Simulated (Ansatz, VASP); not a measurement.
Two plane-wave programs on Ru

```
Ru
1.0
     2.67389    0.00000    0.00000
    -1.33694    2.31565    0.00000
     0.00000    0.00000   21.22642
Ru
3
Cartesian
  0.0000 1.5438 8.5000
  1.3369 0.7719 10.5389
  0.0000 1.5438 12.5778
```

Alike in both runs: functional LDA; k mesh 12 × 12 × 1; occupations gaussian, width 0.1 eV; no spin polarisation.

Ansatz relaxed the structure, and its values are those at the end. VASP's run is a single point on that final structure, the one shown.

|  | VASP | Ansatz |
| --- | --- | --- |
| version | VASP 6.6.1 | Ansatz 0.2.0 |
| potentials or method | VASP PAW LDA potentials, release 64 (Ru_pv) | scalar-relativistic, plane waves, PAW |
| plane-wave cutoff (eV) | 520 | 420 |
| valence electrons in the cell | 42 | 48 |

|  | VASP | Ansatz | Ansatz less VASP |
| --- | --- | --- | --- |
| gap on the k mesh at the Fermi level (eV) | none | none | - |
| rms of the force components (eV/Å) | 0.032 | 0.000 | -0.0322 |

A gap of «none» marks a metal or a gap that the smearing closes. The two sets of potentials don't hold the same shells in valence. Ansatz warned: «xc_potential_rough_in_thin_density».
